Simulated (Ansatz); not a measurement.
# ZnCu: moving Zn off its site

ZnCu, Pm-3m, a = 2.945 Å (as given, not relaxed at this level: 2.3 GPa). The structure is a COD entry; whether it is the stable form wasn't checked. Ansatz: PBE, PAW, 420 eV, Γ-centred 16×16×16 mesh on 2 atoms, Gaussian smearing 0.15 eV; no spin polarisation.

```yaml
crystal:
  lattice:
    - [2.94500, 0.00000, 0.00000]
    - [0.00000, 2.94500, 0.00000]
    - [0.00000, 0.00000, 2.94500]
  atoms:
    - { symbol: Zn, position: [0.50000, 0.50000, 0.50000] }
    - { symbol: Cu, position: [0.00000, 0.00000, 0.00000] }
```

Atom 1 (Zn) moves by x along the unit vector (-1.000, 0.000, 0.000), with its periodic images; all else is held. y is the free energy of the cell over the start, F the force along the path summed over the moved atoms. Symmetry makes y even in x.

```tsv
x (Å)	y (meV)	F (eV/Å)
-0.1000	?	?
-0.0500	6.01	0.24
0.0000	0.00	0.00
0.0125	0.38	-0.06
0.0250	1.50	-0.12
0.0375	3.38	-0.18
0.0625	9.39	-0.30
0.0750	13.51	-0.36
0.0875	18.39	-0.42
```

Question: Fit y = c2 x² + c4 x⁴ to the energies of the other rows, give the force constant, and predict energy and force of the missing row.

Answer: Least squares on the rows shown. y = 2404.4 x² − 345.61 x⁴. The force constant is 2 c2 = 4.81 eV/Å², for the cell as given, at 2.3 GPa (for all images moving together, not for a lone atom). With two atoms in a cubic cell this is the optical mode at Γ (in a metal it hangs on mesh and smearing): ω = 521.5 √(2 c2/μ) = 201 cm⁻¹ for μ = 32.22 u. The force −dy/dx at the missing row is 0.48 eV/Å (computed 0.48). At x = -0.1000 the fit asked for gives 24.01 meV. The run gave 24.01 meV, the same to the digits shown.